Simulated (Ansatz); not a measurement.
System: Ba (fcc type), 1 atom in the cell.

Method: PBE, all-electron LAPW, point nucleus in Ansatz 0.2.0 development build.

k-mesh 4×4×4 Γ-centred; Fermi–Dirac smearing of 0.15 eV; no spin polarisation; no spin–orbit coupling.

```yaml
crystal:
  lattice:
    - [0.00000, 3.17480, 3.17480]
    - [3.17480, 0.00000, 3.17480]
    - [3.17480, 3.17480, 0.00000]
  atoms:
    - { symbol: Ba, position: [0.00000, 0.00000, 0.00000] }
```
Lattice in Å, positions in fractions of it.

Question: What pressure does the calculation give?

Answer: The pressure is 0.23 GPa, so at these settings the cell is compressed and would expand.

The k-mesh is coarse, so these values belong to this mesh and can lie far from the converged ones. This cubic structure is a model: it isn't the usual form of the substance at ambient conditions, and such phases are metastable or hypothetical.
